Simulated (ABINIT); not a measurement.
Here is an ABINIT 10.8.3 (patched build) calculation.

File run.abi:

```
# Pseudopotentials
pp_dirpath "./"
pseudos "Cl.GGA_PBE-JTH.xml, Na.GGA_PBE-JTH.xml"

# Structure
structure "poscar:POSCAR"
natom 2

# Plane-wave basis
ecut 1088.455450 eV
pawecutdg 62.0
pawxcdev 0

# k points
kptopt 1
ngkpt 8 8 8
nshiftk 1
shiftk 0.0 0.0 0.0

# Exchange and correlation
ixc 11

# Bands and occupations
nband 12
occopt 3
tsmear 0.00183747

# SCF cycle
nstep 100
tolvrs 1.0e-9

# Output
iomode 3
prtwf 0
prteig 0
prtebands 0
enunit 2
prtden 1
prtvha 1
prtvclmb 1
prtpot 1
```

The input POSCAR:

```
NaCl
1.0
    3.5021900000      0.0000000000      0.0000000000
    0.0000000000      3.5021900000      0.0000000000
    0.0000000000      0.0000000000      3.5021900000
Cl Na
1 1
Direct
    0.5000000000      0.5000000000      0.5000000000  Cl
    0.0000000000      0.0000000000      0.0000000000  Na
```

Potentials or basis: JTH PAW PBE v2.0.

The run is started by

```sh
$ abinit run.abi > log 2>&1
```

Question: What does it give for the band gap on the k mesh?

Answer: 3.97 eV, indirect (least direct gap 4.46 eV).

Question: What does it give for the pressure?

Answer: 0.2 GPa.

A k mesh can miss the band edges. A hybrid or GW would open this gap; PBE tends to underestimate it.
